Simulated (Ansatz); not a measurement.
Is this Cd structure a true minimum?

The cell was found from a structure generator's guess, not taken from experiment.

Theory: DFT PBE, scalar-relativistic, plane waves, PAW in Ansatz 0.2.0. Cutoff 420 eV; k points 20×20×20 on the computed 2-atom cell (Γ-centred); Gaussian smearing, width 0.10 eV; no spin polarisation.

The cell below (2 atoms, space group Fddd (No. 70)) is relaxed within its symmetry.

```xyz
2
Lattice="0.0000 2.5919 5.6757 1.5897 0.0000 5.6757 1.5897 2.5919 0.0000" Properties=species:S:1:pos:R:3 pbc="T T T"
Cd    1.5897    2.5919    5.6757
Cd    2.3845    3.8878    8.5136
```

For the test a repeat of it with 8 atoms (edges 6.08, 6.08, 6.24 Å) was strained at random (σ = 1.5 % a component), the atoms were moved at random (σ = 0.15 Å), and all was relaxed again on a coarse 4×4×4 mesh (in the run’s order of axes) with 0.20 eV smearing, with no symmetry imposed.

Problem. Does it come back?

Solution. It doesn't return. The energy falls by 26 meV/atom on that mesh, the volume changes by -2.1 %, and the end has space group R-3m (No. 166) at a loose tolerance. Relaxed again on a 24×24×24 mesh with 0.10 eV smearing, the new structure lies 8 meV/atom below the first (mesh in the axes of the run's cell; the cell below is made exact in the group named). Space group R-3m (No. 166), trigonal, a = 3.316 Å, c = 7.250 Å. Cd is surrounded by 6 Cd at 3.08 Å and 6 Cd at 3.32 Å.

```cif
data_structure
_symmetry_space_group_name_H-M 'R-3m:H'
_symmetry_Int_Tables_number 166
_cell_length_a 3.3158
_cell_length_b 3.3158
_cell_length_c 7.2500
_cell_angle_alpha 90.000
_cell_angle_beta 90.000
_cell_angle_gamma 120.000
_cell_volume 69.03
loop_
_atom_site_label
_atom_site_type_symbol
_atom_site_symmetry_multiplicity
_atom_site_Wyckoff_symbol
_atom_site_fract_x
_atom_site_fract_y
_atom_site_fract_z
_atom_site_occupancy
Cd1 Cd 3 a 0.00000 0.00000 0.00000 1
```
